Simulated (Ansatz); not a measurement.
# AlN(101) (P6_3mc bulk, slab 11 Å thick): simulated STM, part 2 of 2

The task: relax AlN(101) (P6_3mc bulk, slab 11 Å thick) and compute the vacuum tail of its states by energy, as an STM tip samples it.

Ansatz 0.2.0; DFT PBE, scalar-relativistic, plane waves, PAW.

### 3 Densities by energy window

The windows are in eV from the zero of bias; a denser mesh resolves them.

Input file input.yaml:

```yaml
crystal:
  lattice:
    - [3.11100215, 0.0, 0.0]
    - [-1.55550108, 5.66032109, 0.0]
    - [0.0, 0.0, 28.7848772714]
  atoms:
    - { symbol: Al, position: [0.8821589407, 0.7643178801, 0.3126641783] }
    - { symbol: Al, position: [0.1510387902, 0.30207758, 0.3263833884] }
    - { symbol: "N", position: [0.7332713904, 0.4665427801, 0.3443555486] }
    - { symbol: "N", position: [0.00215124, 0.00430248, 0.3580747587] }
    - { symbol: Al, position: [0.4954380308, 0.99087606, 0.3949794391] }
    - { symbol: Al, position: [0.7643178805, 0.5286357601, 0.4086986492] }
    - { symbol: "N", position: [0.3465504806, 0.69310096, 0.4266708193] }
    - { symbol: "N", position: [0.6154303302, 0.2308606601, 0.4403900295] }
    - { symbol: Al, position: [0.1087171202, 0.21743424, 0.4772947098] }
    - { symbol: Al, position: [0.377072915, 0.75413975, 0.492976319] }
    - { symbol: "N", position: [0.9614005233, 0.9227949017, 0.5087079556] }
    - { symbol: "N", position: [0.2284854788, 0.456984838, 0.5224417979] }
    - { symbol: Al, position: [0.7190452209, 0.4381164087, 0.5612667713] }
    - { symbol: Al, position: [0.9891122823, 0.9782457222, 0.5754391165] }
    - { symbol: "N", position: [0.5718902035, 0.1437915968, 0.5916171513] }
    - { symbol: "N", position: [0.8414279905, 0.6829699766, 0.6048003958] }
    - { symbol: Al, position: [0.3277192715, 0.6555664931, 0.6432595643] }
    - { symbol: Al, position: [0.5959691303, 0.1920381868, 0.6614085645] }
    - { symbol: "N", position: [0.1778060423, 0.3557216755, 0.6671818427] }
    - { symbol: "N", position: [0.4459812255, 0.8925328347, 0.68688037] }
basis:
  ecutwfc: 420.0
  fft_grid_basis: typed
kpoints:
  mp_grid: { grid: [20, 11, 1] }
hamiltonian:
  xc: pbe
  pseudopotentials: { kind: paw }
scf:
  occupations: { method: gaussian, width: 0.05 }
output:
  forces: true
  eigenvalues: true
  band_densities:
    - { e_range: [-2.0, -1.0] }
    - { e_range: [-1.0, -0.5] }
    - { e_range: [-0.5, -0.25] }
    - { e_range: [-0.25, 0.0] }
    - { e_range: [0.0, 0.25] }
    - { e_range: [0.25, 0.5] }
    - { e_range: [0.5, 1.0] }
    - { e_range: [1.0, 1.5] }
  band_residual_tolerance: 1.0e-05
  write_potential: true
  elf: true
  write_density: true
  volumetric_format: npy
efield:
  axis: 3
  dipole_correction: true
  ramp_width: 0.04
checkpoint:
  read: start.run
  write: ck
  compress: false
  write_wavefunctions: false
  write_every: 100000
```

Run with:

```sh
ansatz run input.yaml --threads 2 --pin off --max-ram 4423MiB --backend cpu --events-out ev --progress --plain --runs-dir out
```

Standard output:

```text
Warning: RAYON_NUM_THREADS=2 ignored (pool sized by the plan → 2); use --threads N
Engine: ansatz 0.2.0, x86_64-unknown-linux-gnu
Pseudopotentials: kind: paw
Pseudopotential: Al, paw, valence charge 3, recommended cutoff 420 eV (normal), Al.paw.azcp
Pseudopotential: N, paw, valence charge 5, recommended cutoff 420 eV (normal), N.paw.azcp
Functional definition: PBE
  parameter kappa = 0.804
  parameter beta = 0.06672455060314922
  exchange = pbe_x(kappa = kappa, mu = beta*pi^2/3)
  correlation = pbe_c(beta = beta)
Crystal: 20 atoms, lattice volume = 506.881 Å³
Basis set: ecut = 420 eV, 9911 PW (Γ), exchange–correlation on 48×80×400 points (8 copies of the dense FFT grid, shifted against one another)
Bands: 60, of which v1, the nominal top of the filled ones, is band 40 counted from 1 (39 counted from 0)
Symmetry: 1 space group operations
Space group: P1 (ITA 1), of the structure as read, at distance tolerance 8.0e-5 Å
k-points: 111 of 220 (time reversal used)
Non-local potential: Al, projectors of the file, l = 0: 2, l = 1: 2, l = 2: 1
Non-local potential: N, projectors of the file, l = 0: 2, l = 1: 2, l = 2: 1
PAW form: soft (Blöchl's): semilocal exchange-correlation on the pseudo side does not see the compensation charge
PAW one-centre angular grid: Al, 110 points (default); XC on 64 Gauss nodes
PAW one-centre angular grid: N, 110 points (default); XC on 64 Gauss nodes
Initial density: read from a saved state, or passed on in memory by an earlier SCF of this step, an earlier step, the calling program or the single point that the run made first
Stability of the state it starts from, as read at its close in the unpolarized treatment: not read negative (Ritz values of 1 − χ₀K, real part plus size of imaginary part, from 1.2 to 1.3, by its mixing steps under no symmetry)
Initial wavefunctions: pseudopotential atomic-orbital guess
Functional: x = pbe(κ = 0.804, μ = 0.2195149727645171), c = pbe(β = 0.06672455060314922)
iter 1 solved again at ethr=2.44e-4 eV; its pass at ethr=3.10e-3 eV (dr2=1.95e-1 eV) is discarded
SCF iter   1: F=—  HF=-9231.973661 eV  |F-HF|=—  |Δ(HF+E_count)|=         —  Δρ=1.37e-3  dr2=1.87e-1  ethr=2.44e-4  p=-0.294 e·Å  D=-1.05e-1 V/Å  ΔV_dip=3.02 eV  dr2_dipole=1.17e-1  V_vac-E_F(+/−)=7.57/4.55 eV  ⟨swp⟩=8.9  Hψ=62310  notcnv=0  defer=276
efield: sawtooth ramp at fractional position 0.9800 (handed on by an earlier solve), width 0.0400; the density the first Hamiltonian is built on has a dipole p = -0.294 e·Å; the dipole correction subtracts the counter field D = -1.05e-1 V/Å, which shifts the + side's vacuum level by +3.02 eV against the − side's; the planar-averaged density in the ramp window peaks in size at 4.5e-7 e/Å³
preconditioner: auto → LDOS  [metal: Δε(μ)=0.002 eV  Ē_g=11.556 eV  σ=0.050 eV  W_gap=0.02  n_scr=48 (ndim 8)  ℏωp=14.8 eV  f_vac=0.510  D(μ)=18.92/eV (n_scr^D=150)  β→1.0]
SCF iter   2: F=—  HF=-9231.971020 eV  |F-HF|=—  |Δ(HF+E_count)|=   2.64e-3  Δρ=4.81e-4  dr2=1.73e-3  ethr=2.33e-4  p=-0.296 e·Å  D=-1.06e-1 V/Å  ΔV_dip=3.04 eV  dr2_dipole=3.65e-5  V_vac-E_F(+/−)=7.57/4.53 eV  ⟨swp⟩=2.9  Hψ=8690  notcnv=0  defer=708
SCF iter   3: F=—  HF=-9231.971612 eV  |F-HF|=—  |Δ(HF+E_count)|=   5.92e-4  Δρ=3.07e-4  dr2=1.79e-3  ethr=2.16e-6  p=-0.296 e·Å  D=-1.06e-1 V/Å  ΔV_dip=3.04 eV  dr2_dipole=6.95e-4  V_vac-E_F(+/−)=7.57/4.53 eV  ⟨swp⟩=2.3  Hψ=10902  notcnv=0  defer=970
SCF iter   4: F=—  HF=-9231.971736 eV  |F-HF|=—  |Δ(HF+E_count)|=   1.24e-4  Δρ=1.77e-4  dr2=3.23e-4  ethr=2.16e-6  p=-0.296 e·Å  D=-1.06e-1 V/Å  ΔV_dip=3.04 eV  dr2_dipole=2.05e-5  V_vac-E_F(+/−)=7.57/4.53 eV  ⟨swp⟩=1.4  Hψ=5688  notcnv=0  defer=1014
SCF iter   5: F=—  HF=-9231.971727 eV  |F-HF|=—  |Δ(HF+E_count)|=   8.91e-6  Δρ=6.01e-5  dr2=3.07e-5  ethr=4.04e-7  p=-0.296 e·Å  D=-1.06e-1 V/Å  ΔV_dip=3.04 eV  dr2_dipole=1.38e-8  V_vac-E_F(+/−)=7.57/4.53 eV  ⟨swp⟩=1.2  Hψ=5399  notcnv=0  defer=1028
SCF iter   6: F=—  HF=-9231.971431 eV  |F-HF|=—  |Δ(HF+E_count)|=   2.95e-4  Δρ=3.06e-5  dr2=8.92e-6  ethr=3.84e-8  p=-0.296 e·Å  D=-1.06e-1 V/Å  ΔV_dip=3.04 eV  dr2_dipole=4.20e-7  V_vac-E_F(+/−)=7.57/4.53 eV  ⟨swp⟩=2.7  Hψ=9698  notcnv=0  defer=940
SCF iter   7: F=—  HF=-9231.971434 eV  |F-HF|=—  |Δ(HF+E_count)|=   2.32e-6  Δρ=1.93e-5  dr2=4.19e-6  ethr=1.11e-8  p=-0.296 e·Å  D=-1.06e-1 V/Å  ΔV_dip=3.04 eV  dr2_dipole=6.11e-8  V_vac-E_F(+/−)=7.57/4.53 eV  ⟨swp⟩=1.3  Hψ=5313  notcnv=0  defer=940
SCF iter   8: F=—  HF=-9231.971434 eV  |F-HF|=—  |Δ(HF+E_count)|=   7.34e-7  Δρ=1.53e-5  dr2=2.81e-6  ethr=5.24e-9  p=-0.296 e·Å  D=-1.06e-1 V/Å  ΔV_dip=3.04 eV  dr2_dipole=3.05e-9  V_vac-E_F(+/−)=7.57/4.53 eV  ⟨swp⟩=1.2  Hψ=5461  notcnv=0  defer=940
SCF iter   9: F=—  HF=-9231.971435 eV  |F-HF|=—  |Δ(HF+E_count)|=   8.94e-7  Δρ=1.29e-5  dr2=1.84e-6  ethr=3.51e-9  p=-0.296 e·Å  D=-1.06e-1 V/Å  ΔV_dip=3.04 eV  dr2_dipole=3.23e-7  V_vac-E_F(+/−)=7.57/4.53 eV  ⟨swp⟩=2.2  Hψ=6688  notcnv=0  defer=940
SCF iter  10: F=—  HF=-9231.971436 eV  |F-HF|=—  |Δ(HF+E_count)|=   3.33e-7  Δρ=8.75e-6  dr2=1.52e-6  ethr=2.30e-9  p=-0.296 e·Å  D=-1.06e-1 V/Å  ΔV_dip=3.04 eV  dr2_dipole=6.35e-7  V_vac-E_F(+/−)=7.57/4.53 eV  ⟨swp⟩=1.7  Hψ=6165  notcnv=0  defer=940
SCF iter  11: F=—  HF=-9231.971436 eV  |F-HF|=—  |Δ(HF+E_count)|=   1.18e-7  Δρ=7.41e-6  dr2=8.39e-7  ethr=1.90e-9  p=-0.296 e·Å  D=-1.06e-1 V/Å  ΔV_dip=3.04 eV  dr2_dipole=2.57e-7  V_vac-E_F(+/−)=7.57/4.53 eV  ⟨swp⟩=1.3  Hψ=5463  notcnv=0  defer=942
SCF iter  12: F=—  HF=-9231.971436 eV  |F-HF|=—  |Δ(HF+E_count)|=   1.15e-8  Δρ=4.83e-6  dr2=2.11e-7  ethr=1.05e-9  p=-0.296 e·Å  D=-1.06e-1 V/Å  ΔV_dip=3.04 eV  dr2_dipole=5.11e-8  V_vac-E_F(+/−)=7.57/4.53 eV  ⟨swp⟩=1.7  Hψ=7064  notcnv=0  defer=942
SCF iter  13: F=-9231.971436 eV  HF=-9231.971436 eV  |F-HF|=2.35e-7  |Δ(HF+E_count)|=   1.14e-7  Δρ=2.36e-6  dr2=4.52e-8  ethr=1.25e-10  p=-0.296 e·Å  D=-1.06e-1 V/Å  ΔV_dip=3.04 eV  dr2_dipole=1.47e-9  V_vac-E_F(+/−)=7.57/4.53 eV  ⟨swp⟩=43.8  Hψ=83830  notcnv=0
SCF 1 converged in 13 iterations: F = -9231.971436 eV  dr2 = 4.52e-8
WARN: The output density's exchange-correlation potential varies sharply where the density is thin. Do not read a vacuum level from v_tot or v_xc, or from such a field of the output density. On a cell that repeats whose density bears no net charge and no dipole along the vacuum's axis use v_es (v_loc + v_h of the components); under efield.dipole_correction with no amplitude use v_es + v_field, which holds any external_charges[].barrier, or the levels of the report's work_function block, which leave it out; under a non-zero efield.amplitude the vacuum is tilted and has no level; on a cell that repeats and bears such a dipole with no correction it is tilted too, and efield.dipole_correction with no amplitude gives each side of its ramp a level where efield: is served; in a cell that repeats whose density bears a net charge (total_charge, or a fill off its count) it is curved and has none; of a slab under crystal.periodic whose density bears no net charge use v_es, which has a level on each side, short of where the two are joined; of another it falls or rises all the way out and has none; of a slab beside external_charges read slab_vacuum_level instead, which it has where they leave it neutral. The grid or the basis barely resolves most such structure, and the values can differ between equally converged runs; as a rule a tighter scf.convergence.dr2_threshold does not remove it. Where the density itself ripples (under the LDA too) a higher basis.ecutwfc lessens it. The files hold the spikes' plane waves up to the density's cutoff. Files: v_tot_of_output_density and the like, and their columns of v_z.tsv (output.write_potential); v_xc_of_output_density and the like, and their columns of v_comp_z.tsv (output.write_potential_components). Measured: with its Gaussian average of σ = 0.25 Å subtracted twice, the exchange-correlation potential is over 0.1 eV at 313 of the grid points where the equally averaged density (valence and model cores) is under 1e-3 e/Å³, and 0.218 eV at the most among them, at an averaged density of 3.0e-7 e/Å³. The input density's (outcome.potential() and, of a run that writes arrays, v_tot and v_xc) is over 0.1 eV, so measured, at 1114 points of its own thin density, 0.199 eV at the most. See output.write_potential in the manual, Limitations
SCF converged after 13 iterations
Free energy (F): -9231.971436 eV
Harris-Foulkes:  -9231.971436 eV  (|F-HF|=2.35e-7)
Internal energy: -9231.947969 eV  (E = F + TS)
E sigma→0 (E₀):  -9231.959702 eV
Entropy (-TS):   -0.023467 eV (-1.173 meV/atom)
Fermi energy:    -0.098768 eV
Dipole field:    D = -0.105636 V/Å  (p = -0.295908 e·Å, saw-weighted, corrected)
Work function:   Φ+ = 7.5703 eV   Φ− = 4.5296 eV
Levels:          The Fermi level and band energies are counted from a zero that moves with the ramp; work functions are not
--- Per-component energies (eV) ---
  E_band       = -495.180346
  E_kinetic    = 1574.724616
  E_local      = -57104.904864  (includes V_loc(G=0)·N_el)
  E_nonlocal   = 557.465269
  E_hartree    = 27886.959395
  E_xc         = -1008.806557
  E_vxc        = -1066.665595  (∫ρ·V_xc dr)
  E_paw        = -5949.805736  (= ΣΔE_a)
  E_vpaw       = -230.736599  (= ΣTr[D̂ρ^β])
  E_aug_tail   = 0.000955  (compensation charges beyond the density's cutoff)
  E_efield     = 0.015629  (sawtooth field / dipole correction)
  E_vefield    = 1.000384  (∫n·V_field dr)
  E_ewald      = 24812.403324
  E_smearing   = -0.023467  (= −TS)
  E_closure    = 0.000000  (closes the sum)
  Σ components = -9231.971436   (vs F -9231.971436, Δ=0.00e0)
--- Forces (eV/Å), atoms counted from 1 ---
  atom   1  Al     0.00000594     0.12400108    -0.98756356
  atom   2  Al     0.00008092     0.04145109     0.94327315
  atom   3  N     -0.00011242    -0.65539154    -0.90975466
  atom   4  N      0.00001964     0.60431031    -0.58418392
  atom   5  Al    -0.00000098    -0.21468024     1.03100811
  atom   6  Al    -0.00002073    -0.21201810     1.36068597
  atom   7  N      0.00006353     0.23130803    -0.68391308
  atom   8  N     -0.00002173     0.24013569    -0.91808498
  atom   9  Al    -0.00002459    -0.15144085     0.74894078
  atom  10  Al    -0.00009363    -0.00811236    -0.00047588
  atom  11  N     -0.00003657    -0.01420502    -0.00050096
  atom  12  N     -0.00015404     0.01601835     0.00348504
  atom  13  Al     0.00010063    -0.01225696     0.00001149
  atom  14  Al    -0.00000539     0.01231227     0.00826363
  atom  15  N     -0.00017066    -0.01311347     0.00457220
  atom  16  N     -0.00007719     0.00914594    -0.01709904
  atom  17  Al     0.00015604    -0.01676484     0.00220050
  atom  18  Al    -0.00019851    -0.01220859     0.02398283
  atom  19  N      0.00020441     0.01439917    -0.01966760
  atom  20  N      0.00029545     0.01707353    -0.00514082
  max |Σ_I F_I| component: 3.92e-5 eV/Å
--- Band table (eV; the first three rows and the last of 111) ---
  k-point 0: bands = ["-16.9660", "-15.8896", "-15.4746", "-15.1154", "-14.5498", "-14.3101", "-13.8589", "-13.3884", "-13.1129", "-12.3069", "-7.8278", "-7.2465", "-7.0238", "-6.2972", "-5.7083", "-5.5378", "-4.7959", "-4.5192", "-4.1337", "-3.8519", "-3.7568", "-3.4852", "-3.2281", "-2.7564", "-2.7304", "-2.5497", "-2.5320", "-2.2860", "-2.0039", "-1.9631", "-1.9133", "-1.6177", "-1.4500", "-1.4500", "-1.3990", "-1.1871", "-0.7215", "-0.6246", "-0.4606", "-0.2040", "0.3486", "0.8051", "2.3817", "2.5087", "3.7610", "4.1325", "4.5138", "4.6409", "5.1920", "5.4605", "5.6839", "5.8385", "6.2923", "6.5514", "6.8345", "7.2168", "7.3543", "7.4801", "7.7205", "7.9478"]
  k-point 1: bands = ["-16.9449", "-15.8739", "-15.5078", "-15.1013", "-14.5767", "-14.3003", "-13.8889", "-13.4199", "-13.0871", "-12.3109", "-7.7737", "-7.2401", "-6.9489", "-6.2419", "-5.6995", "-5.4912", "-4.8565", "-4.5149", "-4.1460", "-3.8826", "-3.6836", "-3.4507", "-3.3643", "-2.7899", "-2.7224", "-2.5952", "-2.4954", "-2.3514", "-2.0614", "-1.9059", "-1.8563", "-1.7313", "-1.4844", "-1.4535", "-1.3524", "-1.2392", "-0.7299", "-0.6755", "-0.4348", "-0.2001", "0.2761", "0.8072", "2.4127", "2.6703", "3.8279", "4.1694", "4.5193", "4.6858", "5.2524", "5.4927", "5.6264", "5.8431", "6.3365", "6.5339", "6.8541", "7.2130", "7.3737", "7.4710", "7.5755", "7.9327"]
  k-point 2: bands = ["-16.8826", "-15.8397", "-15.5912", "-15.0564", "-14.6567", "-14.2711", "-13.9715", "-13.4910", "-13.0325", "-12.3241", "-7.6227", "-7.1862", "-6.7654", "-6.0917", "-5.6911", "-5.3587", "-4.9985", "-4.4670", "-4.1628", "-3.9469", "-3.7049", "-3.5071", "-3.3774", "-2.8641", "-2.8506", "-2.7285", "-2.4275", "-2.3761", "-2.1353", "-1.9752", "-1.8522", "-1.7892", "-1.5426", "-1.5130", "-1.2984", "-1.2813", "-0.8321", "-0.7548", "-0.3804", "-0.1788", "0.1113", "0.8126", "2.5761", "3.0037", "4.0048", "4.2831", "4.5400", "4.8115", "5.3839", "5.5606", "5.5909", "5.8209", "6.4553", "6.5010", "6.7972", "7.0090", "7.2928", "7.5473", "7.6105", "7.8076"]
  k-point 110: bands = ["-15.6561", "-15.1737", "-14.6269", "-14.2403", "-13.9546", "-13.5926", "-13.4148", "-13.0803", "-12.6561", "-12.0851", "-7.6198", "-7.3188", "-6.8767", "-6.4392", "-6.0289", "-5.8509", "-5.5393", "-5.3465", "-5.1741", "-4.9518", "-4.7234", "-4.5406", "-4.1961", "-4.0253", "-3.7605", "-3.5885", "-3.4538", "-3.2313", "-2.9801", "-2.8328", "-2.6745", "-2.3887", "-2.2601", "-2.0427", "-1.8130", "-1.6875", "-1.4650", "-0.6703", "-0.2217", "-0.1363", "-0.0852", "0.7897", "1.6511", "2.9808", "4.1292", "4.4240", "4.8072", "4.8935", "5.3115", "5.6236", "5.7893", "6.2976", "6.6484", "6.8698", "7.0080", "7.3106", "7.5724", "7.7310", "8.0084", "8.1517"]
--- Band densities, each state counted as filled ---
  window                                       electrons  max residual (eV)  cut levels
  e_range: [-2, -1]                             9.745455             3.5e-9           0
  e_range: [-1, -0.5]                           2.336364             3.5e-9           0
  e_range: [-0.5, -0.25]                        0.990909             3.5e-9           0
  e_range: [-0.25, 0]                           3.318182             6.3e-9           0
  e_range: [0, 0.25]                            1.572727             3.2e-6           0
  e_range: [0.25, 0.5]                          0.754545             2.4e-6           0
  e_range: [0.5, 1]                             1.363636             3.5e-6           0
  e_range: [1, 1.5]                             0.272727             2.0e-6           0
```

It took 4 min on 2 threads of Intel Xeon Platinum 8488C (Sapphire Rapids), shared host; peak memory 2.4 GiB.

This gives work function 7.57 eV (top face), 4.53 eV (bottom face); dipole along +c -0.296 e·Å per cell.

band_densities.tsv:

```
# window	n_electrons	max_residual_ev	n_cut_levels
# fermi_ev = -0.098768
# range_zeros_ev = -0.098768
# range_zeros_ev: from where a range's energies are measured, in spin up and in spin down where the run solves two channels
e_range_-2_-1	9.745455	3.485e-9	0
e_range_-1_-0.5	2.336364	3.512e-9	0
e_range_-0.5_-0.25	0.990909	3.530e-9	0
e_range_-0.25_0	3.318182	6.279e-9	0
e_range_0_0.25	1.572727	3.165e-6	0
e_range_0.25_0.5	0.754545	2.428e-6	0
e_range_0.5_1	1.363636	3.522e-6	0
e_range_1_1.5	0.272727	1.975e-6	0
```

### 4 Tersoff–Hamann images

The STM signal is simulated in the Tersoff–Hamann approximation, with heights counted from the topmost nucleus.

Images at several biases, each described by its contrast.

| bias | set point (e/Å³) | corrugation | brightest over |
| --- | --- | --- | --- |
| −2.00 V | 1.1 × 10⁻⁵ | 62 pm | top N atoms |
| −1.00 V | 1.0 × 10⁻⁵ | 69 pm | top N atoms |
| −0.50 V | 1.0 × 10⁻⁵ | 73 pm | top N atoms |
| −0.25 V | 7.7 × 10⁻⁶ | 79 pm | top N atoms |
| +0.25 V | 1.2 × 10⁻⁶ | 90 pm | top N atoms and N atoms about 0.6 Å below slab's top atoms |
| +0.50 V | 1.2 × 10⁻⁶ | 84 pm | top N atoms and N atoms about 0.6 Å below slab's top atoms |
| +1.00 V | 1.3 × 10⁻⁶ | 80 pm | top N atoms and N atoms about 0.6 Å below slab's top atoms |
| +1.50 V | 1.3 × 10⁻⁶ | 80 pm | top N atoms and N atoms about 0.6 Å below slab's top atoms |

The slab has states at the Fermi level, though not all of them need reach the top face. Its work function (top face) is 7.57 eV.

Constant-current image at a set point of 7.7 × 10⁻⁶ e/Å³, bias −0.25 V (filled states), over one surface cell. Columns run along a, rows up along b; exposed atoms at N (0.45, 0.89), N (0.18, 0.36), Al (0.60, 0.19), Al (0.33, 0.66), N (0.84, 0.68).

Ten even steps from '0' (0.40 pm) to '9' (79.17 pm):
```
7788899999998887
8889999999998888
8889999999998888
7888999999888777
6778888888776666
5666777766655555
4556666655444444
3344444433222222
2223332221100011
1222222211000001
1222222110000001
2222222111000111
2222222111111122
3333333333333333
4444445555555544
5556667777776665
6666777888877766
7778889999988877
```

The brightest spots lie over the top N atoms; the darkest points are over hollow sites. The corrugation is 79 pm at a mean tip height of 3.4 Å.

Constant-current image at a set point of 1.2 × 10⁻⁶ e/Å³, bias +0.25 V (empty states), over one surface cell. Columns run along a, rows up along b; exposed atoms at N (0.45, 0.89), N (0.18, 0.36), Al (0.60, 0.19), Al (0.33, 0.66), N (0.84, 0.68).

Ten even steps from '0' (0.00 pm) to '9' (89.66 pm):
```
6678899999998766
5678999999987765
5678999999987655
5678899998876433
4567788877653212
3456666655421001
3455566554321112
5566666655544445
7777877777777777
8888888888777788
9999999999888899
9999999999999999
9999999999999999
9999999999999999
8888899999999988
7788888999998888
7777889999998877
6678899999998776
```

The brightest spots lie over the top N atoms and the N atoms about 0.6 Å below the slab's top atoms; the darkest points are over the N atoms about 2.4 Å below the slab's top atoms. The corrugation is 90 pm at a mean tip height of 3.5 Å.

### 5 More from the same densities

Decay of the current with height.

Near 4 Å the plane average falls as exp(−3.07 z/Å), a factor of 22 per ångström, which gives an apparent barrier of 9.0 eV (0.952 eV Å² times the slope squared). The vacuum level lies 7.57 eV above zero bias.

Shares of each window's states by atomic plane (%), top plane first:

| window (eV) | states | 1 Al2N2 | 2 Al2N2 | 3 Al2N2 | 4 Al2N2 | 5 Al2N2 |
| --- | --- | --- | --- | --- | --- | --- |
| -2 to -1 | 9.75 | 29 | 34 | 25 | 6 | 6 |
| -1 to -0.5 | 2.34 | 46 | 24 | 4 | 3 | 23 |
| -0.5 to -0.25 | 0.99 | 60 | 10 | 2 | 2 | 26 |
| -0.25 to +0 | 3.32 | 69 | 12 | 2 | 1 | 15 |
| +0 to +0.25 | 1.57 | 60 | 13 | 2 | 2 | 24 |
| +0.25 to +0.5 | 0.75 | 49 | 3 | 1 | 3 | 44 |
| +0.5 to +1 | 1.36 | 36 | 1 | 0 | 4 | 59 |
| +1 to +1.5 | 0.27 | 0 | 0 | 1 | 6 | 94 |

### 6 Outcome

The summary covers parts 1 to 2.

| quantity | value |
| --- | --- |
| work function, top face | 7.57 eV |
| gap of the slab on its mesh | none (metal) |
| corrugation at −0.25 V, tip 3.4 Å up | 79 pm |
| corrugation at +0.25 V, tip 3.5 Å up | 90 pm |

In words: At −0.25 V the brightest spots lie over the top N atoms; the darkest points are over hollow sites. At +0.25 V the brightest spots lie over the top N atoms and the N atoms about 0.6 Å below the slab's top atoms; the darkest points are over the N atoms about 2.4 Å below the slab's top atoms. This face of an ionic compound comes out without a gap; it is an unreconstructed cut run without spin, so the metallic surface may be the model's and not the real face's. The model has an s-wave tip and no tip-sample forces.
